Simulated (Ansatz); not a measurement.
# MoP (P-6m2) in Ansatz: further runs

One crystal, MoP, is run at these levels: PBE, revPBE, PBEsol+D3(BJ); tasks: single point, relaxation of cell and atoms.

Everything below comes from runs of Ansatz 0.2.0. Logs are shortened: lines on timing, memory, paths and dates and some standing lists are left out, and cuts for length are marked.

### Step 1. Starting point

It takes space group P-6m2 (No. 187, hexagonal). Conventional cell: a = 3.223 Å, b = 3.223 Å, c = 3.191 Å, α = 90.00°, β = 90.00°, γ = 120.00°. Mo (site symmetry -6m2) has 6 P at 2.45 Å as nearest neighbours. P (site symmetry -6m2) has 6 Mo at 2.45 Å as nearest neighbours.

### Step 2. Single point, PBE

Input file input.yaml:

```yaml
crystal:
  lattice:
    - [3.223, 0.0, 0.0]
    - [-1.6115, 2.7911998764, 0.0]
    - [0.0, 0.0, 3.191]
  atoms:
    - { symbol: Mo, position: [0.0, 0.0, 0.0] }
    - { symbol: P, position: [0.3333333333, 0.6666666667, 0.5] }
kpoints:
  mp_grid: { grid: [10, 10, 8] }
scf:
  occupations: { method: gaussian, width: 0.018 }
hamiltonian:
  xc: pbe
  pseudopotentials: { kind: all_electron, lapw: { basis_error: 0.001 } }
output:
  forces: true
  stress: true
  eigenvalues: true
```

Potentials or basis: all-electron LAPW, scalar-relativistic.

Run with:

```console
> ansatz run input.yaml --threads 1 --pin off --max-ram 3072MiB --backend cpu --events-out ev --progress --plain --runs-dir out
```

Output:

```text
Warning: RAYON_NUM_THREADS=1 ignored (pool sized by the plan → 1); use --threads N
LAPW: plane waves up to 8.159 Å⁻¹, error target 1.0e-3 eV per atom; small_component_spin mean_spin; P in spheres of 1.092 Å, 13 of its electrons in bands, Dirac shells []; Mo in spheres of 1.359 Å, 30 of its electrons in bands, Dirac shells [] (how accurate: hamiltonian.pseudopotentials.lapw.basis_error, Limitations)
Engine: ansatz 0.2.0, aarch64-unknown-linux-gnu
Pseudopotentials: kind: all_electron
Pseudopotential: Mo, LAPW, valence charge 30, lapw/all_electron/scalar/gaussian/Mo, Koelling and Harmon's equation, gaussian nucleus
Pseudopotential: P, LAPW, valence charge 13, lapw/all_electron/scalar/gaussian/P, Koelling and Harmon's equation, gaussian nucleus
Functional definition: PBE
  parameter kappa = 0.804
  parameter beta = 0.06672455060314922
  exchange = pbe_x(kappa = kappa, mu = beta*pi^2/3)
  correlation = pbe_c(beta = beta)
Crystal: 2 atoms, lattice volume = 28.706 Å³
Basis set: ecut = 253.62932429590018 eV, 255 PW (Γ), exchange–correlation at level 2
Bands: 26, of which v1, the nominal top of the filled ones, is band 22 counted from 1 (21 counted from 0)
Symmetry: 12 space group operations
Space group: P-6m2 (ITA 187), of the structure as read, at distance tolerance 3.1e-5 Å
k-points: 70 of 800 (time reversal used)
Non-local potential: Mo, projectors of the file, none
Non-local potential: P, projectors of the file, none
Initial density: superposition of atomic densities (chi_scale 0.1, normalization cell, long waves kept (reshape's long-wave potential 0.00 eV rms))
Initial wavefunctions: plane waves of lowest kinetic energy (no species holds an atomic orbital)
Functional: x = pbe(κ = 0.804, μ = 0.2195149727645171), c = pbe(β = 0.06672455060314922)
iter 1 solved again at ethr=3.68e-3 eV; its pass at ethr=1.00e-1 eV (dr2=1.58e0 eV) is discarded
SCF iter   1: F=—  HF=-119489.137621 eV  |F-HF|=—  |Δ(HF+E_count)|=         —  Δρ=6.52e-2  dr2=1.59e0  ethr=3.68e-3  ⟨swp⟩=2.0  Hψ=11611  notcnv=0
preconditioner: auto → none  [insulator: Δε(μ)=0.041 eV  Ē_g=9.260 eV  σ=0.018 eV  W_gap=0.82  n_scr=8 (ndim 8)  ℏωp=23.0 eV  f_vac=0.000  D(μ)=0.64/eV (n_scr^D=2)  ε∞_Penn≈7.2]
SCF iter   2: F=—  HF=-119488.779921 eV  |F-HF|=—  |Δ(HF+E_count)|=   3.58e-1  Δρ=5.17e-2  dr2=1.29e0  ethr=3.68e-3  ⟨swp⟩=3.0  Hψ=5608  notcnv=0
iter 3 solved again at ethr=6.08e-5 eV; its pass at ethr=3.00e-3 eV (dr2=2.62e-2 eV) is discarded
SCF iter   3: F=—  HF=-119488.203934 eV  |F-HF|=—  |Δ(HF+E_count)|=   5.76e-1  Δρ=1.29e-2  dr2=2.61e-2  ethr=6.08e-5  ⟨swp⟩=2.4  Hψ=9135  notcnv=0
SCF iter   4: F=—  HF=-119488.195108 eV  |F-HF|=—  |Δ(HF+E_count)|=         —  Δρ=2.50e-3  dr2=2.74e-3  ethr=6.07e-5  ⟨swp⟩=2.4  Hψ=5627  notcnv=0
the basis was enlarged: its passes take 2.7 MiB over the memory plan, 1 of 1 planned eigensolver slots
SCF iter   5: F=—  HF=-119488.193154 eV  |F-HF|=—  |Δ(HF+E_count)|=   1.95e-3  Δρ=5.23e-4  dr2=6.49e-5  ethr=6.37e-6  ⟨swp⟩=2.0  Hψ=5514  notcnv=0
SCF iter   6: F=—  HF=-119488.193110 eV  |F-HF|=—  |Δ(HF+E_count)|=   4.38e-5  Δρ=1.96e-4  dr2=1.19e-5  ethr=1.51e-7  ⟨swp⟩=2.0  Hψ=5291  notcnv=0
SCF iter   7: F=—  HF=-119488.193103 eV  |F-HF|=—  |Δ(HF+E_count)|=   6.97e-6  Δρ=2.47e-5  dr2=1.70e-7  ethr=2.77e-8  ⟨swp⟩=2.0  Hψ=5291  notcnv=0
SCF iter   8: F=-119488.193103 eV  HF=-119488.193103 eV  |F-HF|=2.91e-10  |Δ(HF+E_count)|=   1.11e-7  Δρ=2.01e-6  dr2=4.89e-10  ethr=3.96e-10  ⟨swp⟩=2.0  Hψ=5292  notcnv=0
SCF 1 converged in 8 iterations: F = -119488.193103 eV  dr2 = 4.89e-10
SCF converged after 8 iterations
Free energy (F): -119488.193103 eV
Harris-Foulkes:  -119488.193103 eV  (|F-HF|=2.91e-10)
Internal energy: -119488.193022 eV  (E = F + TS)
E sigma→0 (E₀):  -119488.193063 eV
Entropy (-TS):   -0.000081 eV (-0.041 meV/atom)
Fermi energy:    19.225515 eV
--- Per-component energies (eV) ---
  E_band       = -5052.517938
  E_kinetic    = 123521.869707
  E_xc         = -4005.573132
  E_electrostatic = -239004.489597  (all electrons and nuclei)
  E_smearing   = -0.000081  (= −TS)
  E_closure    = 0.000000  (closes the sum)
  E_atoms      = -119470.547489  (free atoms, spherical and without spin; not in F)
  Σ components = -119488.193103   (vs F -119488.193103, Δ=0.00e0)
  Basis errors (estimates in eV, not in F): energy 3.8e-4 per atom: plane waves 3.4e-4 (1.9e-4 summed), levels above the bands 0.0e0, relativity 3.3e-8, radial functions 3.8e-5, core shells 1.8e-7; eigenvalues (radial functions only) 1.5e-6; not estimated: angular momenta, meshes, grids; target (lapw.basis_error) 1.0e-3; muffin-tin radii P 1.092 Å, Mo 1.359 Å
--- Forces (eV/Å), atoms counted from 1 ---
  atom   1  Mo     0.00000000    -0.00000000     0.00000000
  atom   2  P      0.00000000     0.00000000     0.00000000
  max |Σ_I F_I| component: 3.70e-17 eV/Å
--- Stress (GPa, compression-positive) ---
        2.822404       0.000000       0.000000
        0.000000       2.822404       0.000000
        0.000000       0.000000       2.045100
  P = ⅓ Tr σ = 2.5633 GPa (25.633 kbar)
--- Band table (eV; the first three rows and the last of 70) ---
  k-point 0: bands = ["-356.7590", "-356.7148", "-356.7148", "-198.6416", "-198.6081", "-198.6081", "-198.5881", "-198.5881", "-149.7218", "-100.2073", "-100.2073", "-100.1961", "-41.9772", "-16.1304", "-15.9146", "-15.9146", "5.2907", "15.0426", "15.9207", "15.9207", "18.5079", "19.4912", "19.4912", "23.3468", "23.3468", "24.7699"]
  k-point 1: bands = ["-356.7590", "-356.7148", "-356.7148", "-198.6416", "-198.6081", "-198.6081", "-198.5881", "-198.5881", "-149.7218", "-100.2073", "-100.2073", "-100.1961", "-41.9742", "-16.1745", "-15.9108", "-15.9108", "5.5423", "14.7098", "16.0372", "16.0372", "18.4461", "18.9172", "18.9172", "23.7287", "23.7287", "24.9788"]
  k-point 2: bands = ["-356.7590", "-356.7148", "-356.7148", "-198.6416", "-198.6081", "-198.6081", "-198.5881", "-198.5881", "-149.7218", "-100.2072", "-100.2072", "-100.1961", "-41.9669", "-16.2795", "-15.9017", "-15.9017", "6.2396", "13.5834", "16.3255", "16.3255", "18.0076", "18.0076", "18.9066", "23.4815", "23.4815", "25.5226"]
  k-point 69: bands = ["-356.7590", "-356.7148", "-356.7148", "-198.6416", "-198.6081", "-198.6081", "-198.5881", "-198.5881", "-149.7218", "-100.2073", "-100.2073", "-100.1961", "-41.9219", "-16.3391", "-16.1420", "-16.0752", "8.3569", "12.4462", "13.4895", "15.9357", "17.8254", "20.8304", "22.4783", "22.7616", "23.7081", "24.7894"]
```

It took 23 s on 1 thread of Arm Neoverse V2, shared host; peak memory 0.32 GiB.

Results:

* Free energy: -119488.1931 eV
* Pressure: 2.6 GPa
* Band gap on the k mesh: none (metal or under the smearing width)

Levels at points of the mesh, in eV from the Fermi level:
```
             k point  band 19  band 20  band 21  band 22  band 23  band 24  band 25  band 26
  (0.00, 0.00, 0.00)    -3.30    -3.30    -0.72     0.27     0.27     4.12     4.12     5.54
 (0.00, 0.00, -0.50)    -2.73    -2.73    -1.68    -1.68     1.33     2.93     2.93     7.88
 (0.00, -0.50, 0.00)    -3.95    -3.74    -1.28    -0.43     1.71     2.36     4.63     6.10
(0.00, -0.50, -0.50)    -5.29    -4.44    -1.04     1.43     1.84     3.54     5.06     6.17
```

### Step 3. Relaxation of cell and atoms, revPBE

input.yaml: that of step 2 with these lines changed.

```diff
@@ -11,5 +11,5 @@
 scf:
-  occupations: { method: gaussian, width: 0.018 }
+  occupations: { method: fermi_dirac, width: 0.05 }
 hamiltonian:
-  xc: pbe
+  xc: revpbe
   pseudopotentials: { kind: all_electron, lapw: { basis_error: 0.001 } }
@@ -18,2 +18,5 @@
   stress: true
-  eigenvalues: true
+relax:
+  f_tol: 0.01
+  max_steps: 60
+  cell: {}
```

Potentials or basis: all-electron LAPW, scalar-relativistic.

Run with:

```console
> ansatz run input.yaml --threads 1 --pin off --max-ram 3072MiB --backend cpu --events-out ev --progress --plain --runs-dir out
```

It took 68 s on 1 thread of Arm Neoverse V2, shared host; peak memory 0.33 GiB.

It converged, with:

```yaml
Free_energy: -119495.4625 eV
Relaxed_volume: 14.67 Å³/atom
Relaxed_cell: a = 3.252 Å, b = 3.252 Å, c = 3.202 Å, α = 90.00°, β = 90.00°, γ = 120.00°
Space_group_after_relaxing_to_0.05_Å: P-6m2 (No. 187)
Energy_gained_by_relaxing: 4.5 meV/atom
Ionic_steps: 5
Pressure_after_relaxing: 0.0 GPa
```

The path:
```csv
step,energy change (eV),largest force (eV/Å),volume (Å³)
1,0.0000,0.0000,28.71
2,-0.0065,0.0000,29.55
3,-0.0091,0.0000,29.35
4,-0.0091,0.0000,29.33
5,-0.0091,0.0000,29.33
```

Final structure:
```
Mo P
1.0
     3.25221    0.00000    0.00000
    -1.62610    2.81649    0.00000
     0.00000    0.00000    3.20238
Mo P
1 1
Direct
  0.00000 0.00000 0.00000
  0.33333 0.66667 0.50000
```

revPBE gives volumes clearly too large for solids. Zero-point motion and thermal expansion aren't in these numbers.

### Step 4. Relaxation of cell and atoms, PBEsol+D3(BJ)

input.yaml: that of step 3 with these lines changed.

```diff
@@ -13,3 +13,4 @@
 hamiltonian:
-  xc: revpbe
+  xc: pbesol
+  dispersion: d3bj
   pseudopotentials: { kind: all_electron, lapw: { basis_error: 0.001 } }
```

Potentials or basis: all-electron LAPW, scalar-relativistic.

Run with:

```console
> ansatz run input.yaml --threads 1 --pin off --max-ram 3072MiB --backend cpu --events-out ev --progress --plain --runs-dir out
```

Output:

```text
Warning: RAYON_NUM_THREADS=1 ignored (pool sized by the plan → 1); use --threads N
The last accepted step is kept in <dir> (removed where the run ends without a failure and the disk answers)
LAPW: plane waves up to 8.467 Å⁻¹, error target 1.0e-3 eV per atom; small_component_spin mean_spin; P in spheres of 1.067 Å, 13 of its electrons in bands, Dirac shells []; Mo in spheres of 1.311 Å, 30 of its electrons in bands, Dirac shells [] (how accurate: hamiltonian.pseudopotentials.lapw.basis_error, Limitations)
[... 4 set-up lines as earlier in the session ...]
Functional definition: PBEsol
  exchange = pbesol_x
  correlation = pbesol_c
Crystal: 2 atoms, lattice volume = 28.706 Å³
Basis set: ecut = 273.10917311111695 eV, 315 PW (Γ), exchange–correlation at level 2
Bands: 26, of which v1, the nominal top of the filled ones, is band 22 counted from 1 (21 counted from 0)
[... 2 set-up lines as earlier in the session ...]
k-points: 70 of 800 (time reversal used)
[... 4 set-up lines as earlier in the session ...]
Functional: x = pbesol(κ = 0.804, μ = 0.12345679012345678), c = pbesol(β = 0.046)
iter 1 solved again at ethr=4.06e-3 eV; its pass at ethr=1.00e-1 eV (dr2=1.74e0 eV) is discarded
SCF iter   1: F=—  HF=-119416.300317 eV  |F-HF|=—  |Δ(HF+E_count)|=         —  Δρ=6.85e-2  dr2=1.75e0  ethr=4.06e-3  ⟨swp⟩=2.0  Hψ=11614  notcnv=0
preconditioner: auto → none  [metal: Δε(μ)=0.038 eV  Ē_g=9.265 eV  σ=0.050 eV  W_gap=0.19  n_scr=8 (ndim 8)  ℏωp=23.0 eV  f_vac=0.000  D(μ)=0.63/eV (n_scr^D=2)  sad-step TF]
iter 2 solved again at ethr=1.49e-4 eV; its pass at ethr=4.06e-3 eV (dr2=6.41e-2 eV) is discarded
[... 53 lines left out ...]
SCF converged after 2 iterations
Free energy (F): -119415.371798 eV
Harris-Foulkes:  -119415.371798 eV  (|F-HF|=2.78e-9)
Internal energy: -119415.367975 eV  (E = F + TS)
E sigma→0 (E₀):  -119415.369886 eV
Entropy (-TS):   -0.003823 eV (-1.912 meV/atom)
Fermi energy:    20.126076 eV
--- Per-component energies (eV) ---
  E_band       = -5007.906438
  E_kinetic    = 123436.816648
  E_xc         = -3931.349605
  E_electrostatic = -238919.643294  (all electrons and nuclei)
  E_disp       = -1.191722  (pairwise vdW)
  E_smearing   = -0.003823  (= −TS)
  E_closure    = 0.000000  (closes the sum)
  E_atoms      = -119395.156715  (free atoms, spherical and without spin; not in F)
  Σ components = -119415.371798   (vs F -119415.371798, Δ=0.00e0)
  Basis errors (estimates in eV, not in F): energy 3.9e-4 per atom: plane waves 3.5e-4 (2.0e-4 summed), levels above the bands 1.3e-50, relativity 1.4e-8, radial functions 3.7e-5, core shells 8.2e-7; eigenvalues (radial functions only) 7.3e-7; not estimated: angular momenta, meshes, grids; target (lapw.basis_error) 1.0e-3; muffin-tin radii P 1.051 Å, Mo 1.292 Å
--- Forces (eV/Å), atoms counted from 1 ---
  atom   1  Mo     0.00000000    -0.00000000     0.00000000
  atom   2  P      0.00000000     0.00000000    -0.00000000
  max |Σ_I F_I| component: 1.48e-16 eV/Å
--- Stress (GPa, compression-positive) ---
       -0.019015      -0.000000       0.000000
       -0.000000      -0.019015      -0.000000
        0.000000      -0.000000      -0.009184
  P = ⅓ Tr σ = -0.0157 GPa (-0.157 kbar)
--- Relaxed structure (4 steps of the walk, 4 accepted, 1 SCFs on fresh bases) ---
  F+E_penalty+E_count = -119415.37179798 eV   max|allowed force component| = 7.401e-17 eV/Å   (the final SCF, on the basis selected at the relaxed cell)
  cell:  # Å, volume = 27.4589 Å³
    - [3.1703480568327267, -1.3515024887836964e-34, 0.0]
    - [-1.5851740284163633, 2.7456019560557725, 0.0]
    - [0.0, 0.0, 3.15455318717607]
  atoms:
    - { symbol: Mo, position: [0.0, -3.7007434155248937e-17, 0.0] }
    - { symbol: P, position: [0.33333333333333326, 0.6666666666666665, 0.5] }
```

Run time: 70 s. Hardware: 1 thread of Arm Neoverse V2, shared host; peak memory 0.33 GiB.

What came out:

| Item | Value |
| --- | --- |
| Free energy | -119415.3718 eV |
| Relaxed volume | 13.73 Å³/atom |
| Relaxed cell | a = 3.170 Å, b = 3.170 Å, c = 3.155 Å, α = 90.00°, β = 90.00°, γ = 120.00° |
| Space group after relaxing (to 0.05 Å) | P-6m2 (No. 187) |
| Energy gained by relaxing | 20.6 meV/atom |
| Ionic steps | 5 |
| Pressure after relaxing | 0.0 GPa |

The path:
| step | energy change (eV) | largest force (eV/Å) | volume (Å³) |
| --- | --- | --- | --- |
| 1 | 0.0000 | 0.0000 | 28.71 |
| 2 | -0.0327 | 0.0000 | 27.01 |
| 3 | -0.0410 | 0.0000 | 27.48 |
| 4 | -0.0412 | 0.0000 | 27.46 |
| 5 | -0.0413 | 0.0000 | 27.46 |

Final structure:
```
Mo P
1.0
     3.17035    0.00000    0.00000
    -1.58517    2.74560    0.00000
     0.00000    0.00000    3.15455
Mo P
1 1
Direct
  0.00000 0.00000 0.00000
  0.33333 0.66667 0.50000
```

### Step 5. The runs side by side

| task | level | cell | cutoff (eV) | smearing | pressure (GPa) | relaxed volume (Å³/atom) |
| --- | --- | --- | --- | --- | --- | --- |
| single point | PBE | as given | 254 | gaussian 0.018 eV | 2.6 | - |
| relaxation of cell and atoms | revPBE | relaxed | - | fermi-dirac 0.05 eV | 0.0 | 14.67 |
| relaxation of cell and atoms | PBEsol+D3(BJ) | relaxed | - | fermi-dirac 0.05 eV | 0.0 | 13.73 |

Alike in all rows: potentials or basis all-electron LAPW, scalar-relativistic; no spin polarisation; k mesh 10 × 10 × 8; basis error allowed 0.001 eV/atom.

Compare energies only between runs with the same functional and basis.
